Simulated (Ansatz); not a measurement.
**Titanium, beta-Sn type under PBE: from relaxation to bulk modulus**

Aim: take titanium in the beta-Sn type structure, relax it, solve it on a dense k-mesh, then scale the cell to 7 volumes from 88 to 112 % of the relaxed one and try a fit of the equation of state. The start is ferromagnetic. The k-meshes are 13×13×9 for the relaxation; 20×20×11 for the dense run; 14×14×8 for the volumes.

Computed with Ansatz 0.2.0 (DFT PBE, plane waves (420 eV) with PAW, scalar-relativistic, unless a step says otherwise).

### 1 Starting point

The structure is tetragonal, space group I4_1/amd (No. 141). Conventional cell: a = 5.140 Å, b = 5.140 Å, c = 2.807 Å, α = 90.00°, β = 90.00°, γ = 90.00°. Around Ti (site symmetry -4m2) lie 6 Ti at 2.66 to 2.81 Å.

Coordinates:

```xyz
2
Lattice="-2.5702 2.5702 1.4033 2.5702 -2.5702 1.4033 2.5702 2.5702 -1.4033" Properties=species:S:1:pos:R:3 pbc="T T T"
Ti    0.0000    0.0000    0.0000
Ti    0.0000    2.5702    0.7017
```

The atoms start with moments of +1 ×2 μB.

### 2 Relaxation of the cell

Input file input.yaml:

```yaml
crystal:
  lattice:
    - [-2.5702241168, 2.5702241168, 1.4033423678]
    - [2.5702241168, -2.5702241168, 1.4033423678]
    - [2.5702241168, 2.5702241168, -1.4033423678]
  atoms:
    - { symbol: Ti, position: [0.0, 0.0, 0.0], spin: 1.0 }
    - { symbol: Ti, position: [0.75, 0.25, 0.5], spin: 1.0 }
hamiltonian:
  xc: pbe
  pseudopotentials:
    kind: paw
    azcp:
      Ti: "pseudopotentials/Ti.paw.azcp"
basis:
  ecutwfc: 420
  fft_grid_basis: typed
kpoints:
  mp_grid: { grid: [13, 13, 9], shift: [0, 0, 0] }
magnetization:
  spin_polarized: true
scf:
  occupations: { method: fermi_dirac, width: 0.05 }
relax:
  max_steps: 60
  f_tol: 0.01
  cell: {}
output:
  write_density: true
  write_potential: true
  elf: true
  volumetric_format: npy
```

The run is started by

```
> ansatz run input.yaml --threads 2 --pin off --max-ram 6144MiB --backend cpu --events-out ev --progress --plain --runs-dir out
```

After this run come: The energy on a finer k-mesh; The cell scaled to 88 % of its volume; The cell scaled to 92 % of its volume; The cell scaled to 96 % of its volume; The cell scaled to 100 % of its volume; The cell scaled to 104 % of its volume; The cell scaled to 108 % of its volume; The cell scaled to 112 % of its volume.

Before running it: what results should come out? Wanted: space group; conventional cell; volume; shortest distance; gap on the mesh; magnetic state; V₀, B₀, B₀′.

As calculated:

| quantity | value |
| --- | --- |
| space group (spins left aside) | P6_3/mmc (No. 194) |
| conventional cell | a = 2.937 Å, c = 4.656 Å (c/a = 1.585) |
| volume | 17.395 Å³/atom |
| shortest distance | 2.880 Å |
| gap on the mesh | none (levels filled in part) |
| magnetic state | non-magnetic |
| V₀, B₀, B₀′ | 17.388 Å³/atom, 112 GPa, 3.6 |

What this shows: From the guessed start the volume shrank by 6.2 % in 26 steps. The cell has left its prototype: it ends as hcp. What follows belongs to that structure, not to the type named at the start. The mesh has less symmetry than the lattice, which may have let the distortion in. The moments die out: the run ends non-magnetic. No gap shows: it is a metal or semimetal at this level. B₀ comes out at 112 GPa; letting shape and positions relax at each volume could only lower it.
